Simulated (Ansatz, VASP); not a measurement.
Hf in VASP and in Ansatz

Contents of INCAR:

```
ALGO = Normal
EDIFF = 1E-6
EDIFFG = -0.01
ENCUT = 600
IBRION = 2
ISIF = 3
ISMEAR = -1
LASPH = T
LCHARG = F
LREAL = F
LWAVE = F
NELM = 100
NSW = 80
PREC = Accurate
SIGMA = 0.1
```

KPOINTS

```
k-points
0
Gamma
  10 10 10
```

The input POSCAR:

```
Hf
1.0
    0.0173130000      2.2426220000      2.2627640000
    2.2285460000      0.0627270000      2.2173490000
    2.2578450000      2.2265060000      0.0334280000
Hf
1
Direct
    0.0000000000      0.0000000000      0.0000000000
```

Contents of input.yaml:

```yaml
crystal:
  lattice:
    - [0.017313, 2.242622, 2.262764]
    - [2.228546, 0.062727, 2.217349]
    - [2.257845, 2.226506, 0.033428]
  atoms:
    - { symbol: Hf, position: [0.0, 0.0, 0.0] }
kpoints:
  mp_grid: { grid: [10, 10, 10] }
scf:
  occupations: { method: fermi_dirac, width: 0.1 }
hamiltonian:
  xc: lda
  pseudopotentials: { kind: all_electron, lapw: { basis_error: 0.0005 } }
output:
  forces: true
  stress: true
relax:
  f_tol: 0.01
  max_steps: 60
  cell: {}
```

Change from the starting cell: cell strained at random at fixed volume.

Alike in both runs: task relaxation of cell and atoms; functional LDA; k mesh 10 × 10 × 10; occupations fermi-dirac, width 0.1 eV; no spin polarisation.

```csv
,VASP,Ansatz
version,VASP 6.6.1,Ansatz 0.2.0
potentials or method,"VASP PAW LDA potentials, release 64 (Hf_pv)","all-electron LAPW, scalar-relativistic"
plane-wave cutoff (eV),600,see its input
```

VASP gave:

```
relaxed volume (Å³/atom)                                     : 20.78
relaxed cell length with the largest relative difference (Å) : 3.086
energy change over the relaxation (meV/atom)                 : -28
```

Problem. Estimate Ansatz's values.

Solution. Relaxed volume (Å³/atom): 20.78; relaxed cell length with the largest relative difference (Å): 3.087; energy change over the relaxation (meV/atom): -28.

Ansatz ran all-electron here, so the differences hold the error of VASP's frozen core and of both bases.

The runs have no spin-orbit coupling, so splittings on Hf are missing. LDA usually gives volumes a few per cent too small. Zero-point motion and thermal expansion aren't in these numbers.
